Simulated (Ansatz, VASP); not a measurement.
KBr in VASP and in Ansatz

INCAR

```
SYSTEM = KBr
PREC = Accurate
ENCUT = 520
EDIFF = 1E-7
ISMEAR = 0
SIGMA = 0.02
LREAL = .False.
LASPH = .True.
NELM = 80
ALGO = Fast
ISIF = 2
LWAVE = .False.
LCHARG = .False.
GGA = PE
NBANDS = 15
```

KPOINTS

```
regular mesh
0
Gamma
  6 6 6
  0 0 0
```

The input POSCAR:

```
KBr
1.0
    0.0000000000      3.1519690560      3.1519690560
    3.1519690560      0.0000000000      3.1519690560
    3.1519690560      3.1519690560      0.0000000000
K Br
1 1
Direct
    0.0000000000      0.0000000000      0.0000000000
    0.5000000000      0.5000000000      0.5000000000
```

Input for Ansatz:

```yaml
crystal:
  lattice:
    - [0.0, 3.151969056, 3.151969056]
    - [3.151969056, 0.0, 3.151969056]
    - [3.151969056, 3.151969056, 0.0]
  atoms:
    - { symbol: K, position: [0.0, 0.0, 0.0] }
    - { symbol: Br, position: [0.5, 0.5, 0.5] }
basis:
  ecutwfc: 420
kpoints:
  mp_grid: { grid: [6, 6, 6] }
hamiltonian:
  xc: pbe
scf:
  occupations: { method: gaussian, width: 0.02 }
output:
  forces: true
  stress: true
  eigenvalues: true
```

Alike in both runs: task single point; functional PBE; k mesh 6 × 6 × 6; occupations gaussian, width 0.02 eV; no spin polarisation.

```csv
,VASP,Ansatz
version,VASP 6.6.1,Ansatz 0.2.0
potentials or method,"VASP PAW PBE potentials, release 64 (K_sv, Br)","scalar-relativistic, plane waves, PAW"
plane-wave cutoff (eV),520,420
valence electrons in the cell,16,16
```

```csv
,VASP,Ansatz,Ansatz less VASP
gap on the k mesh at the Fermi level (eV),4.84,4.84,+0.003
least direct gap on the mesh (eV),4.84,4.84,+0.003
pressure (GPa),4.0,3.9,-0.08
```
